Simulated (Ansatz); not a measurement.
Runs of Ansatz 0.2.0 on Sn. It takes space group Immm (No. 71, orthorhombic). The conventional cell has a = 3.453 Å, b = 3.551 Å, c = 4.677 Å, α = 90.00°, β = 90.00°, γ = 90.00°. Sn (site symmetry mmm) has 12 Sn at 3.41 to 3.55 Å as nearest neighbours. This isn't the form of Sn at room conditions, which is tetragonal (white tin).

```tsv
task	level	cell	cutoff (eV)	points for each segment of the path	gap on the mesh (eV)	pressure (GPa)	relaxed volume (Å³/atom)
band structure	r2SCAN	as given	500	14	none	-2.2	-
relaxation of cell and atoms	LDA	relaxed	420	-	none	0.0	25.90
band structure	BLYP	as given	420	14	none	3.1	-
band structure	PBEsol	as given	420	14	none	(b)	-
relaxation of cell and atoms	BLYP	relaxed	420	-	none	0.0	(a)
```

Alike in all rows: potentials or basis Ansatz PAW; no spin polarisation; k mesh 11 × 11 × 11; smearing fermi-dirac 0.05 eV.

Problem. Fill in the values left out.

Solution. (a) 30.86; (b) -3.6.

Caveats: the PAW data sets come from PBE, with cores solved anew for the run's functional, which leaves a small shift of forces and pressure; spin-orbit coupling is left out, which moves the levels of the heavy elements (some runs); the plane-wave basis is chosen anew once the cell has moved, so the energies of steps on either side of that aren't comparable (some runs).

A k mesh can miss the band edges, and the runs leave out spin-orbit coupling on Sn.

A gap of «none» marks a metal or a gap under the smearing width.
